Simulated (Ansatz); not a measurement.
## GaSb: computed properties

All numbers below come from DFT PBEsol, scalar-relativistic, plane waves, PAW (Ansatz).

Plane waves to 420 eV, a k mesh through Γ of 12×12×12 on the computed 2-atom cell and Gaussian smearing (0.10 eV); no spin polarisation.

The structure is relaxed at this level of theory with its symmetry kept.

```yaml
crystal:
  lattice:
    - [0.00000, 3.05561, 3.05561]
    - [3.05561, 0.00000, 3.05561]
    - [3.05561, 3.05561, 0.00000]
  atoms:
    - { symbol: Ga, position: [0.00000, 0.00000, 0.00000] }
    - { symbol: Sb, position: [0.25000, 0.25000, 0.25000] }
```

| Quantity | Value |
| --- | --- |
| Space group | F-43m (No. 216) |
| Volume per atom | 28.53 Å³ |
| Formation energy from the elements' standard states (uncorrected) | -0.124 eV/atom |
| Kohn–Sham band gap | zero, with almost no states at the Fermi level |
| Density of states at the Fermi level | 0.00 states/eV per cell (so small that it hangs on the mesh: a semimetal, or crossings between mesh points) |
| Löwdin character within 0.5 eV of the Fermi level | Sb 5p 64 %, Ga 4p 23 % |
| Bulk modulus | 51 GPa |
| Its pressure derivative | 4.8 |
| Bader charges (e) | Ga (1 in the cell) 0.30, Sb (1 in the cell) -0.30 |

Spin-orbit coupling is left out, which matters for the bands of heavy elements.